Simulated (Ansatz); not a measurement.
# How Ta2C stores the work of compression

These are results of DFT PBEsol, scalar-relativistic, plane waves, PAW in Ansatz, not measurements. Settings: 420 eV cutoff, 18×18×8 k-mesh, Gaussian smearing of 0.10 eV, no spin polarisation.

Reference structure (relaxed):

```
Ta C
1.0
     3.09530    0.00000    0.00000
    -1.54765    2.68061    0.00000
     0.00000    0.00000    4.92108
Ta C
2 1
Direct
  0.33333 0.66667 0.25288
  0.66667 0.33333 0.74712
  0.00000 0.00000 0.00000
```

Cell and atoms were relaxed at each target pressure within the start's symmetry (P-3m1), at zero temperature; other phases can be more stable under pressure. H = E + PV with P the target; E is the free energy at the smearing used, whose derivative the pressure is, per atom and counted from zero pressure.

Spin–orbit coupling is left out, which can shift energies with elements as heavy as these.

```
P (GPa) V (Å³/atom) E − E0 (meV) H − H0 (meV)
      0       13.611           0.0           0.0
      2       13.511           0.6         169.3
      5       13.370           3.7         420.9
     10       13.151          13.9         834.7
     20       12.762          50.1        1643.2
     40       12.124         168.1        3195.0
```

Question: Thermodynamics gives dH/dP = V along a relaxed path. Integrate V over P by the trapezoid rule and compare with the computed enthalpies.

Answer: With 1 eV/Å³ = 160.22 GPa, each step adds the mean volume times ΔP / 160.22:
| P (GPa) | ∫V dP (meV) | H − H0 (meV) | difference (meV) |
| --- | --- | --- | --- |
| 2 | 169.3 | 169.3 | 0.0 |
| 5 | 420.9 | 420.9 | 0.0 |
| 10 | 834.8 | 834.7 | 0.0 |
| 20 | 1643.4 | 1643.2 | 0.3 |
| 40 | 3196.7 | 3195.0 | 1.7 |

V(P) curves upward, so the trapezoid rule runs high; integrating a smooth curve through the same points (P as a polynomial of degree 4 in ln V) puts that excess at about 2.1 meV at 40 GPa, against the 1.7 meV found.

Question: At 40 GPa, how much of the enthalpy change is stored energy and how much is the PV term?

Answer: E rises by 168 meV/atom and PV is 40 × 12.124 / 160.22 = 3027 meV/atom, so PV makes 95 % of ΔH. So between rival structures at high pressure a small difference in volume can outweigh the difference in energy: 1 % of this volume is worth 30.3 meV/atom at this pressure.

Question: What bulk modulus do the lowest pressures give?

Answer: From the pressures that the runs reached, -2.02 GPa (13.713 Å³) and 2.02 GPa (13.511 Å³), B = −ΔP/Δln V = 4.04 / 0.0149 = 271 GPa, a mean over that range.